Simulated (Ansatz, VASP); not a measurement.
## CsBr in VASP and in Ansatz

```
Cs Br
1.0
     4.28600    0.00000    0.00000
     0.00000    4.28600    0.00000
     0.00000    0.00000    4.28600
Cs Br
1 1
Direct
  0.00000 0.00000 0.00000
  0.50000 0.50000 0.50000
```

Alike in both runs: task relaxation of cell and atoms; functional PBE; k mesh 6 × 6 × 6; occupations gaussian, width 0.02 eV; no spin polarisation.

```csv
,VASP,Ansatz
version,VASP 6.6.1,Ansatz 0.2.0
potentials or method,"VASP PAW PBE potentials, release 64 (Cs_sv, Br)","scalar-relativistic, plane waves, PAW"
plane-wave cutoff (eV),600,420
valence electrons in the cell,16,16
```

VASP gave:

- gap on the k mesh at the Fermi level, each at its own relaxed structure (eV): 4.23
- relaxed volume (Å³/atom): 42.44
- relaxed cell length with the largest relative difference (Å): 4.395
- energy change over the relaxation (meV/atom): -10

What did Ansatz give for the same quantities?

gap on the k mesh at the Fermi level, each at its own relaxed structure (eV): 4.25; relaxed volume (Å³/atom): 42.28; relaxed cell length with the largest relative difference (Å): 4.389; energy change over the relaxation (meV/atom): -9.

Caveats: spin-orbit coupling is left out, which moves the levels of the heavy elements. Zero-point motion and thermal expansion aren't in these numbers. PBE usually gives volumes a little too large and moduli too small.
